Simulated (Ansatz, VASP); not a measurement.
**SnO: VASP beside Ansatz**

POSCAR

```
SnO
1.0
   -0.1983989260      2.4628860204      2.4628860204
    2.4628860204     -0.1983989260      2.4628860204
    2.4628860204      2.4628860204     -0.1983989260
Sn O
1 1
Direct
    0.0000000000      0.0000000000      0.0000000000
    0.5000000000      0.5000000000      0.5000000000
```

The input INCAR.step1:

```
PREC     = Accurate       # precision mode
ENCUT    = 520            # plane-wave cutoff, eV
ISMEAR   = -1             # smearing method
SIGMA    = 0.02           # smearing width, eV
LREAL    = False          # projectors in reciprocal space
LASPH    = True           # aspherical terms in the spheres
NELM     = 60             # most SCF steps
NBANDS   = 17             # bands
GGA      = PE             # functional
ALGO     = Normal         # electronic algorithm
EDIFF    = 1E-4           # SCF threshold, eV
LWAVE    = True           # write WAVECAR
LCHARG   = False          # write CHGCAR
```

INCAR.step2

```
PREC     = Accurate       # precision mode
ENCUT    = 520            # plane-wave cutoff, eV
EDIFF    = 1E-6           # SCF threshold, eV
ISMEAR   = -1             # smearing method
SIGMA    = 0.02           # smearing width, eV
LREAL    = False          # projectors in reciprocal space
LASPH    = True           # aspherical terms in the spheres
NELM     = 60             # most SCF steps
ALGO     = Normal         # electronic algorithm
ISIF     = 2              # what is computed and relaxed
LWAVE    = False          # write WAVECAR
LCHARG   = False          # write CHGCAR
METAGGA  = R2SCAN         # meta-GGA
LMIXTAU  = True         
NBANDS   = 17             # bands
ISTART   = 1
```

File KPOINTS:

```
Automatic mesh
0
Gamma
  8 8 8
```

Input for Ansatz:

```yaml
crystal:
  lattice:
    - [-0.198398926, 2.4628860204, 2.4628860204]
    - [2.4628860204, -0.198398926, 2.4628860204]
    - [2.4628860204, 2.4628860204, -0.198398926]
  atoms:
    - { symbol: Sn, position: [0.0, 0.0, 0.0] }
    - { symbol: O, position: [0.5, 0.5, 0.5] }
kpoints:
  mp_grid: { grid: [8, 8, 8] }
  band_path:
    path:
      - [0.0, 0.0, 0.0]
      - [0.5, 0.0, 0.5]
      - [0.625, 0.25, 0.625]
      - [0.375, 0.375, 0.75]
      - [0.5, 0.5, 0.5]
      - [0.5, 0.25, 0.75]
      - [0.5, 0.425, 0.575]
      - [-0.072917, 0.072917, -0.5]
      - [0.416667, 0.499512, -0.416992]
    npoints: 1
hamiltonian:
  xc: r2scan
scf:
  occupations: { method: fermi_dirac, width: 0.02 }
  n_extra_bands: 4
output:
  forces: true
  stress: true
  eigenvalues: true
```

Change from the starting cell: epitaxial_111 strain +4.9%.

Alike in both runs: task single point; functional r2SCAN; k mesh 8 × 8 × 8; occupations fermi-dirac, width 0.02 eV; no spin polarisation.

|  | VASP | Ansatz |
| --- | --- | --- |
| version | VASP 6.6.1 | Ansatz 0.2.0 |
| potentials or method | VASP PAW PBE potentials, release 64 (Sn_d, O) | plane waves, PAW |
| plane-wave cutoff (eV) | 520 | 500 |
| valence electrons in the cell | 20 | 20 |

VASP gave:

```
pressure (GPa)                                  : -3.3
largest component of the traceless stress (GPa) : 1.69
```

Which values does Ansatz return?

Pressure (GPa): -3.4; largest component of the traceless stress (GPa): 1.70.

The functional is the same, so the differences come from potentials, cutoffs and numerics.

Caveats: the PAW data sets were made with another functional, which shifts forces and pressure a little (VASP); spin-orbit coupling is left out, which moves the levels of the heavy elements.
